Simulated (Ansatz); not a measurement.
# TiAl: a line through an energy map

How does the energy of TiAl (Pm-3m, No. 221; 2 atoms in the cell) vary with normal strain along y, at normal strain along x = −7.3 %?

Computed with Ansatz 0.2.0 (DFT PBEsol, scalar-relativistic, plane waves, PAW, unless a step's input says otherwise).

## Step 1: The starting structure

Symmetry: Pm-3m, No. 221, cubic system. The conventional cell has a = 3.156 Å, b = 3.156 Å, c = 3.156 Å, α = 90.00°, β = 90.00°, γ = 90.00°. Ti (site symmetry m-3m) has 8 Al at 2.73 Å as nearest neighbours. Al (site symmetry m-3m) has 8 Ti at 2.73 Å as nearest neighbours.

As a file:

```xyz
2
Lattice="3.1564 0.0000 0.0000 0.0000 3.1564 0.0000 0.0000 0.0000 3.1564" Properties=species:S:1:pos:R:3 pbc="T T T"
Ti    0.0000    0.0000    0.0000
Al    1.5782    1.5782    1.5782
```

It goes back to an entry of the Materials Project, which need not be the stable form.

It is the result of an earlier relaxation at this level (volume 15.72 Å³/atom; gap on the mesh: none (metal)).

## Step 2: Plan of the line

The energy is mapped over two homogeneous strains (x along [1 0 0], y along [0 1 0], z along [0 0 1] of the conventional cell).

First coordinate, normal strain along x: 7 values from −11.0 %. Second coordinate, normal strain along y: 7 values from −11.0 %.

Nothing else is relaxed (symmetry fixes all fractional coordinates). Energies count from the relaxed crystal. Points are written as (first, second).

## Step 3: Grid point (−7.3 %, −7.3 %)

Contents of input.yaml:

```yaml
crystal:
  lattice:
    - [2.9250135934, 0.0, 0.0]
    - [0.0, 2.9250135934, 0.0]
    - [0.0, 0.0, 3.1563759506]
  atoms:
    - { symbol: Ti, position: [0.0, 0.0, 0.0] }
    - { symbol: Al, position: [0.5, 0.5, 0.5] }
basis:
  ecutwfc: 520.0
kpoints:
  mp_grid: { grid: [14, 14, 14] }
hamiltonian:
  xc: pbesol
scf:
  occupations: { method: gaussian, width: 0.15 }
output:
  forces: true
  stress: true
  eigenvalues: true
```

Started as:

```bash
$ ansatz run input.yaml --threads 1 --pin off --max-ram 2048MiB --backend cpu --events-out ev --progress --plain --runs-dir out
```

The log of the run:

```text
Warning: RAYON_NUM_THREADS=1 ignored (pool sized by the plan → 1); use --threads N
Engine: ansatz 0.2.0, aarch64-unknown-linux-gnu
Pseudopotentials: kind: paw
Pseudopotential: Ti, paw, valence charge 12, recommended cutoff 420 eV (normal), Ti.paw.azcp
Pseudopotential: Al, paw, valence charge 3, recommended cutoff 420 eV (normal), Al.paw.azcp
Functional definition: PBEsol
  exchange = pbesol_x
  correlation = pbesol_c
Crystal: 2 atoms, lattice volume = 27.005 Å³
Basis set: ecut = 520 eV, 731 PW (Γ), exchange–correlation on 48×48×48 points (8 copies of the dense FFT grid, shifted against one another)
Bands: 12, of which v1, the nominal top of the filled ones, is band 8 counted from 1 (7 counted from 0)
Symmetry: 16 space group operations
Space group: P4/mmm (ITA 123), of the structure as read, at distance tolerance 3.0e-5 Å
k-points: 288 of 2744
Non-local potential: Ti, projectors of the file, l = 0: 3, l = 1: 2, l = 2: 3, l = 3: 1
Non-local potential: Al, projectors of the file, l = 0: 2, l = 1: 2, l = 2: 1
PAW form: soft (Blöchl's): semilocal exchange-correlation on the pseudo side does not see the compensation charge
PAW frozen core: Ti, regenerated for the run's functional, and the local potential with it (the file was generated under x = pbe(κ = 0.804, μ = 0.2195149727645171), c = pbe(β = 0.06672455060314922))
PAW frozen core: Al, regenerated for the run's functional, and the local potential with it (the file was generated under x = pbe(κ = 0.804, μ = 0.2195149727645171), c = pbe(β = 0.06672455060314922))
PAW one-centre angular grid: Ti, 590 points (default); XC on 64 Gauss nodes
PAW one-centre angular grid: Al, 110 points (default); XC on 64 Gauss nodes
Initial density: superposition of atomic densities (neutral atoms: chi_scale 0, normalization atom), corrected by the library's trained network
Initial wavefunctions: pseudopotential atomic-orbital guess
Functional: x = pbesol(κ = 0.804, μ = 0.12345679012345678), c = pbesol(β = 0.046)
SCF iter   1: F=—  HF=-2998.731955 eV  |F-HF|=—  |Δ(HF+E_count)|=         —  Δρ=5.27e-3  dr2=1.20e-2  ethr=1.77e-3  ⟨swp⟩=5.0  Hψ=17922  notcnv=0
preconditioner: auto → none  [metal: Δε(μ)=0.004 eV  Ē_g=6.133 eV  σ=0.150 eV  W_gap=0.01  n_scr=6 (ndim 8)  ℏωp=18.9 eV  f_vac=0.000  D(μ)=1.98/eV (n_scr^D=26)  sad-step TF]
SCF iter   2: F=—  HF=-2998.730271 eV  |F-HF|=—  |Δ(HF+E_count)|=   1.68e-3  Δρ=3.86e-3  dr2=6.98e-3  ethr=7.99e-5  ⟨swp⟩=1.0  Hψ=5760  notcnv=0
SCF iter   3: F=—  HF=-2998.728377 eV  |F-HF|=—  |Δ(HF+E_count)|=   1.89e-3  Δρ=3.91e-4  dr2=2.05e-5  ethr=4.65e-5  ⟨swp⟩=2.1  Hψ=4219  notcnv=0
SCF iter   4: F=—  HF=-2998.728364 eV  |F-HF|=—  |Δ(HF+E_count)|=   1.34e-5  Δρ=6.93e-5  dr2=5.85e-7  ethr=1.36e-7  ⟨swp⟩=2.3  Hψ=4932  notcnv=0
iter 5 did not close the SCF: its close was put off for the readings that it lacked (scf_convergence_deferred on its scf_iter line)
SCF iter   5: F=-2998.728364 eV  HF=-2998.728364 eV  |F-HF|=1.33e-8  |Δ(HF+E_count)|=   7.25e-8  Δρ=9.77e-6  dr2=2.23e-8  ethr=3.90e-9  ⟨swp⟩=2.9  Hψ=5742  notcnv=0
SCF iter   6: F=-2998.728364 eV  HF=-2998.728364 eV  |F-HF|=5.39e-10  |Δ(HF+E_count)|=   6.38e-9  Δρ=2.10e-6  dr2=1.03e-9  ethr=1.49e-10  ⟨swp⟩=2.4  Hψ=11302  notcnv=0
SCF 1 converged in 6 iterations: F = -2998.728364 eV  dr2 = 1.03e-9
SCF converged after 6 iterations
Free energy (F): -2998.728364 eV
Harris-Foulkes:  -2998.728364 eV  (|F-HF|=5.39e-10)
Internal energy: -2998.705969 eV  (E = F + TS)
E sigma→0 (E₀):  -2998.717166 eV
Entropy (-TS):   -0.022395 eV (-11.198 meV/atom)
Fermi energy:    13.761417 eV
--- Per-component energies (eV) ---
  E_band       = -124.762481
  E_kinetic    = 304.477258
  E_local      = -935.288014  (includes V_loc(G=0)·N_el)
  E_nonlocal   = 21.818994
  E_hartree    = 407.984083
  E_xc         = -139.569225
  E_vxc        = -155.166312  (∫ρ·V_xc dr)
  E_paw        = -1479.091277  (= ΣΔE_a)
  E_vpaw       = -176.572795  (= ΣTr[D̂ρ^β])
  E_aug_tail   = 0.000056  (compensation charges beyond the density's cutoff)
  E_ewald      = -1179.196369
  E_core_change = 0.158523  (= ΣΔE_core)
  E_smearing   = -0.022395  (= −TS)
  E_closure    = 0.000000  (closes the sum)
  Σ components = -2998.728364   (vs F -2998.728364, Δ=0.00e0)
--- Forces (eV/Å), atoms counted from 1 ---
  atom   1  Ti    -0.00000000    -0.00000000     0.00000000
  atom   2  Al     0.00000000     0.00000000     0.00000000
  max |Σ_I F_I| component: 6.90e-31 eV/Å
--- Stress (GPa, compression-positive) ---
       22.322999       0.000000       0.000000
        0.000000      22.322999       0.000000
        0.000000       0.000000      28.609526
  P = ⅓ Tr σ = 24.4185 GPa (244.185 kbar)
--- Band table (eV; the first three rows and the last of 288) ---
  k-point 0: bands = ["-42.4385", "-18.8230", "-18.6781", "-18.6781", "3.8102", "11.7835", "12.0510", "15.9244", "15.9244", "16.3732", "17.7022", "19.9614"]
  k-point 1: bands = ["-42.4376", "-18.8340", "-18.6773", "-18.6773", "3.8967", "11.7229", "12.0875", "15.8054", "15.8054", "16.3818", "17.4931", "20.1491"]
  k-point 2: bands = ["-42.4350", "-18.8648", "-18.6750", "-18.6750", "4.1530", "11.5067", "12.1930", "15.5115", "15.5115", "16.4059", "17.0636", "20.6499"]
  k-point 287: bands = ["-42.3361", "-18.9905", "-18.9905", "-18.9265", "10.1572", "10.1859", "10.1859", "15.6088", "16.9778", "17.1317", "17.4967", "17.4967"]
```

It took 5.9 s on 1 thread of Arm Neoverse V2, shared host; peak memory 0.39 GiB.

Energy on the map's scale: 136 meV/atom.

## Step 4: The run at (−7.3 %, −3.7 %)

Changes to input.yaml since step 3:

```diff
@@ -3,3 +3,3 @@
     - [2.9250135934, 0.0, 0.0]
-    - [0.0, 2.9250135934, 0.0]
+    - [0.0, 3.0405369532, 0.0]
     - [0.0, 0.0, 3.1563759506]
```

Started as:

```bash
$ ansatz run input.yaml --threads 1 --pin off --max-ram 2048MiB --backend cpu --events-out ev --progress --plain --runs-dir out
```

The log of the run:

```text
Warning: RAYON_NUM_THREADS=1 ignored (pool sized by the plan → 1); use --threads N
Engine: ansatz 0.2.0, aarch64-unknown-linux-gnu
Pseudopotentials: kind: paw
Pseudopotential: Ti, paw, valence charge 12, recommended cutoff 420 eV (normal), Ti.paw.azcp
Pseudopotential: Al, paw, valence charge 3, recommended cutoff 420 eV (normal), Al.paw.azcp
Functional definition: PBEsol
  exchange = pbesol_x
  correlation = pbesol_c
Crystal: 2 atoms, lattice volume = 28.072 Å³
Basis set: ecut = 520 eV, 759 PW (Γ), exchange–correlation on 48×48×48 points (8 copies of the dense FFT grid, shifted against one another)
Bands: 12, of which v1, the nominal top of the filled ones, is band 8 counted from 1 (7 counted from 0)
Symmetry: 8 space group operations
Space group: Pmmm (ITA 47), of the structure as read, at distance tolerance 3.0e-5 Å
k-points: 512 of 2744
Non-local potential: Ti, projectors of the file, l = 0: 3, l = 1: 2, l = 2: 3, l = 3: 1
Non-local potential: Al, projectors of the file, l = 0: 2, l = 1: 2, l = 2: 1
PAW form: soft (Blöchl's): semilocal exchange-correlation on the pseudo side does not see the compensation charge
PAW frozen core: Ti, regenerated for the run's functional, and the local potential with it (the file was generated under x = pbe(κ = 0.804, μ = 0.2195149727645171), c = pbe(β = 0.06672455060314922))
PAW frozen core: Al, regenerated for the run's functional, and the local potential with it (the file was generated under x = pbe(κ = 0.804, μ = 0.2195149727645171), c = pbe(β = 0.06672455060314922))
PAW one-centre angular grid: Ti, 590 points (default); XC on 64 Gauss nodes
PAW one-centre angular grid: Al, 110 points (default); XC on 64 Gauss nodes
Initial density: superposition of atomic densities (neutral atoms: chi_scale 0, normalization atom), corrected by the library's trained network
Initial wavefunctions: pseudopotential atomic-orbital guess
Functional: x = pbesol(κ = 0.804, μ = 0.12345679012345678), c = pbesol(β = 0.046)
SCF iter   1: F=—  HF=-2998.855042 eV  |F-HF|=—  |Δ(HF+E_count)|=         —  Δρ=5.27e-3  dr2=1.28e-2  ethr=1.77e-3  ⟨swp⟩=5.0  Hψ=31732  notcnv=0
preconditioner: auto → none  [metal: Δε(μ)=0.003 eV  Ē_g=5.940 eV  σ=0.150 eV  W_gap=0.01  n_scr=6 (ndim 8)  ℏωp=18.5 eV  f_vac=0.000  D(μ)=2.09/eV (n_scr^D=26)  sad-step TF]
SCF iter   2: F=—  HF=-2998.853269 eV  |F-HF|=—  |Δ(HF+E_count)|=   1.77e-3  Δρ=3.86e-3  dr2=7.42e-3  ethr=8.52e-5  ⟨swp⟩=1.0  Hψ=10240  notcnv=0
SCF iter   3: F=—  HF=-2998.851284 eV  |F-HF|=—  |Δ(HF+E_count)|=   1.98e-3  Δρ=4.23e-4  dr2=2.30e-5  ethr=4.94e-5  ⟨swp⟩=2.1  Hψ=7540  notcnv=0
SCF iter   4: F=—  HF=-2998.851266 eV  |F-HF|=—  |Δ(HF+E_count)|=   1.75e-5  Δρ=7.29e-5  dr2=7.71e-7  ethr=1.53e-7  ⟨swp⟩=2.3  Hψ=8738  notcnv=0
iter 5 did not close the SCF: its close was put off for the readings that it lacked (scf_convergence_deferred on its scf_iter line)
SCF iter   5: F=-2998.851266 eV  HF=-2998.851266 eV  |F-HF|=1.60e-8  |Δ(HF+E_count)|=   1.71e-7  Δρ=1.00e-5  dr2=2.62e-8  ethr=5.14e-9  ⟨swp⟩=2.8  Hψ=10089  notcnv=0
SCF iter   6: F=-2998.851266 eV  HF=-2998.851266 eV  |F-HF|=5.73e-10  |Δ(HF+E_count)|=   7.48e-9  Δρ=2.49e-6  dr2=1.30e-9  ethr=1.75e-10  ⟨swp⟩=2.3  Hψ=19806  notcnv=0
the search or the solves at the SCF's close seem to have found levels that the self-consistency loop had missed (the run counts 1). By its estimate they hold under 1e-12 electrons; where the run keeps them, the occupations were computed again with them
SCF 1 converged in 6 iterations: F = -2998.851266 eV  dr2 = 1.30e-9
SCF converged after 6 iterations
Free energy (F): -2998.851266 eV
Harris-Foulkes:  -2998.851266 eV  (|F-HF|=5.73e-10)
Internal energy: -2998.827706 eV  (E = F + TS)
E sigma→0 (E₀):  -2998.839486 eV
Entropy (-TS):   -0.023561 eV (-11.780 meV/atom)
Fermi energy:    13.204254 eV
--- Per-component energies (eV) ---
  E_band       = -133.650191
  E_kinetic    = 302.529727
  E_local      = -954.788079  (includes V_loc(G=0)·N_el)
  E_nonlocal   = 21.493318
  E_hartree    = 413.763267
  E_xc         = -138.881959
  E_vxc        = -154.273462  (∫ρ·V_xc dr)
  E_paw        = -1478.769704  (= ΣΔE_a)
  E_vpaw       = -176.138480  (= ΣTr[D̂ρ^β])
  E_aug_tail   = 0.000052  (compensation charges beyond the density's cutoff)
  E_ewald      = -1164.332851
  E_core_change = 0.158523  (= ΣΔE_core)
  E_smearing   = -0.023561  (= −TS)
  E_closure    = -0.000000  (closes the sum)
  Σ components = -2998.851266   (vs F -2998.851266, Δ=0.00e0)
--- Forces (eV/Å), atoms counted from 1 ---
  atom   1  Ti     0.00000000     0.00000000     0.00000000
  atom   2  Al     0.00000000     0.00000000     0.00000000
  max |Σ_I F_I| component: 9.86e-32 eV/Å
--- Stress (GPa, compression-positive) ---
       16.040827       0.000000       0.000000
        0.000000      15.102619       0.000000
        0.000000       0.000000      19.688915
  P = ⅓ Tr σ = 16.9441 GPa (169.441 kbar)
--- Band table (eV; the first three rows and the last of 512) ---
  k-point 0: bands = ["-43.1022", "-19.4652", "-19.4060", "-19.3228", "3.3938", "11.3471", "11.5526", "15.1426", "15.4082", "15.6061", "17.2745", "18.3380"]
  k-point 1: bands = ["-43.1013", "-19.4757", "-19.4052", "-19.3220", "3.4793", "11.2948", "11.5850", "14.9963", "15.2994", "15.6151", "17.0341", "18.5510"]
  k-point 2: bands = ["-43.0988", "-19.5052", "-19.4028", "-19.3198", "3.7327", "11.0911", "11.6870", "14.6525", "15.0277", "15.6403", "16.5476", "19.0960"]
  k-point 511: bands = ["-43.0165", "-19.6435", "-19.6059", "-19.5798", "9.7138", "9.7244", "9.7316", "14.7544", "16.3568", "16.4377", "16.5851", "16.8217"]
```

Run time: 14 s. Hardware: 1 thread of Arm Neoverse V2, shared host; peak memory 0.49 GiB.

Energy on the map's scale: 74 meV/atom.

## Step 5: Grid point (−7.3 %, 0.0 %)

Changes to input.yaml since step 4:

```diff
@@ -3,3 +3,3 @@
     - [2.9250135934, 0.0, 0.0]
-    - [0.0, 3.0405369532, 0.0]
+    - [0.0, 3.1563759506, 0.0]
     - [0.0, 0.0, 3.1563759506]
```

Started as:

```bash
$ ansatz run input.yaml --threads 1 --pin off --max-ram 2048MiB --backend cpu --events-out ev --progress --plain --runs-dir out
```

The log of the run:

```text
Warning: RAYON_NUM_THREADS=1 ignored (pool sized by the plan → 1); use --threads N
Engine: ansatz 0.2.0, aarch64-unknown-linux-gnu
Pseudopotentials: kind: paw
Pseudopotential: Ti, paw, valence charge 12, recommended cutoff 420 eV (normal), Ti.paw.azcp
Pseudopotential: Al, paw, valence charge 3, recommended cutoff 420 eV (normal), Al.paw.azcp
Functional definition: PBEsol
  exchange = pbesol_x
  correlation = pbesol_c
Crystal: 2 atoms, lattice volume = 29.141 Å³
Basis set: ecut = 520 eV, 775 PW (Γ), exchange–correlation on 48×48×48 points (8 copies of the dense FFT grid, shifted against one another)
Bands: 12, of which v1, the nominal top of the filled ones, is band 8 counted from 1 (7 counted from 0)
Symmetry: 16 space group operations
Space group: P4/mmm (ITA 123), of the structure as read, at distance tolerance 3.1e-5 Å
k-points: 288 of 2744
Non-local potential: Ti, projectors of the file, l = 0: 3, l = 1: 2, l = 2: 3, l = 3: 1
Non-local potential: Al, projectors of the file, l = 0: 2, l = 1: 2, l = 2: 1
PAW form: soft (Blöchl's): semilocal exchange-correlation on the pseudo side does not see the compensation charge
PAW frozen core: Ti, regenerated for the run's functional, and the local potential with it (the file was generated under x = pbe(κ = 0.804, μ = 0.2195149727645171), c = pbe(β = 0.06672455060314922))
PAW frozen core: Al, regenerated for the run's functional, and the local potential with it (the file was generated under x = pbe(κ = 0.804, μ = 0.2195149727645171), c = pbe(β = 0.06672455060314922))
PAW one-centre angular grid: Ti, 590 points (default); XC on 64 Gauss nodes
PAW one-centre angular grid: Al, 110 points (default); XC on 64 Gauss nodes
Initial density: superposition of atomic densities (neutral atoms: chi_scale 0, normalization atom), corrected by the library's trained network
Initial wavefunctions: pseudopotential atomic-orbital guess
Functional: x = pbesol(κ = 0.804, μ = 0.12345679012345678), c = pbesol(β = 0.046)
SCF iter   1: F=—  HF=-2998.940439 eV  |F-HF|=—  |Δ(HF+E_count)|=         —  Δρ=5.01e-3  dr2=1.20e-2  ethr=1.77e-3  ⟨swp⟩=5.0  Hψ=17836  notcnv=0
preconditioner: auto → none  [metal: Δε(μ)=0.004 eV  Ē_g=5.762 eV  σ=0.150 eV  W_gap=0.01  n_scr=6 (ndim 8)  ℏωp=18.2 eV  f_vac=0.000  D(μ)=2.26/eV (n_scr^D=26)  sad-step TF]
SCF iter   2: F=—  HF=-2998.938802 eV  |F-HF|=—  |Δ(HF+E_count)|=   1.64e-3  Δρ=3.67e-3  dr2=7.06e-3  ethr=8.03e-5  ⟨swp⟩=1.0  Hψ=5760  notcnv=0
SCF iter   3: F=—  HF=-2998.936954 eV  |F-HF|=—  |Δ(HF+E_count)|=   1.85e-3  Δρ=4.39e-4  dr2=2.72e-5  ethr=4.71e-5  ⟨swp⟩=2.1  Hψ=4259  notcnv=0
SCF iter   4: F=—  HF=-2998.936928 eV  |F-HF|=—  |Δ(HF+E_count)|=   2.62e-5  Δρ=7.58e-5  dr2=8.03e-7  ethr=1.82e-7  ⟨swp⟩=2.5  Hψ=5334  notcnv=0
iter 5 did not close the SCF: its close was put off for the readings that it lacked (scf_convergence_deferred on its scf_iter line)
SCF iter   5: F=-2998.936927 eV  HF=-2998.936927 eV  |F-HF|=5.41e-10  |Δ(HF+E_count)|=   1.47e-7  Δρ=5.93e-6  dr2=5.14e-9  ethr=5.35e-9  ⟨swp⟩=2.9  Hψ=5606  notcnv=0
SCF iter   6: F=-2998.936927 eV  HF=-2998.936927 eV  |F-HF|=1.75e-10  |Δ(HF+E_count)|=   2.03e-9  Δρ=9.67e-7  dr2=2.50e-10  ethr=3.42e-11  ⟨swp⟩=2.3  Hψ=10247  notcnv=0
SCF 1 converged in 6 iterations: F = -2998.936927 eV  dr2 = 2.50e-10
SCF converged after 6 iterations
Free energy (F): -2998.936927 eV
Harris-Foulkes:  -2998.936927 eV  (|F-HF|=1.75e-10)
Internal energy: -2998.911466 eV  (E = F + TS)
E sigma→0 (E₀):  -2998.924197 eV
Entropy (-TS):   -0.025462 eV (-12.731 meV/atom)
Fermi energy:    12.659124 eV
--- Per-component energies (eV) ---
  E_band       = -141.962700
  E_kinetic    = 300.775917
  E_local      = -974.716673  (includes V_loc(G=0)·N_el)
  E_nonlocal   = 21.245322
  E_hartree    = 419.972673
  E_xc         = -138.234777
  E_vxc        = -153.431652  (∫ρ·V_xc dr)
  E_paw        = -1478.503105  (= ΣΔE_a)
  E_vpaw       = -175.780995  (= ΣTr[D̂ρ^β])
  E_aug_tail   = 0.000055  (compensation charges beyond the density's cutoff)
  E_ewald      = -1149.609401
  E_core_change = 0.158523  (= ΣΔE_core)
  E_smearing   = -0.025462  (= −TS)
  E_closure    = -0.000000  (closes the sum)
  Σ components = -2998.936927   (vs F -2998.936927, Δ=0.00e0)
--- Forces (eV/Å), atoms counted from 1 ---
  atom   1  Ti    -0.00000000     0.00000000     0.00000000
  atom   2  Al     0.00000000     0.00000000     0.00000000
  max |Σ_I F_I| component: 1.48e-31 eV/Å
--- Stress (GPa, compression-positive) ---
       10.134582       0.000000       0.000000
        0.000000      11.003368       0.000000
        0.000000       0.000000      11.003368
  P = ⅓ Tr σ = 10.7138 GPa (107.138 kbar)
--- Band table (eV; the first three rows and the last of 288) ---
  k-point 0: bands = ["-43.7252", "-20.0711", "-20.0711", "-19.9292", "3.0080", "10.9028", "11.1064", "14.4362", "14.9121", "14.9121", "16.8796", "16.8796"]
  k-point 1: bands = ["-43.7243", "-20.0812", "-20.0702", "-19.9285", "3.0926", "10.8708", "11.1238", "14.2546", "14.8127", "14.9213", "16.6022", "17.1255"]
  k-point 2: bands = ["-43.7219", "-20.1096", "-20.0677", "-19.9263", "3.3435", "10.6955", "11.2097", "13.8569", "14.5617", "14.9475", "16.0506", "17.7179"]
  k-point 287: bands = ["-43.6504", "-20.2541", "-20.1923", "-20.1923", "9.3061", "9.3061", "9.3139", "13.9763", "15.7299", "15.7781", "15.7781", "16.1153"]
```

It took 6.1 s on 1 thread of Arm Neoverse V2, shared host; peak memory 0.4 GiB.

Energy on the map's scale: 32 meV/atom.

(Part 1 of 2 ends here.)
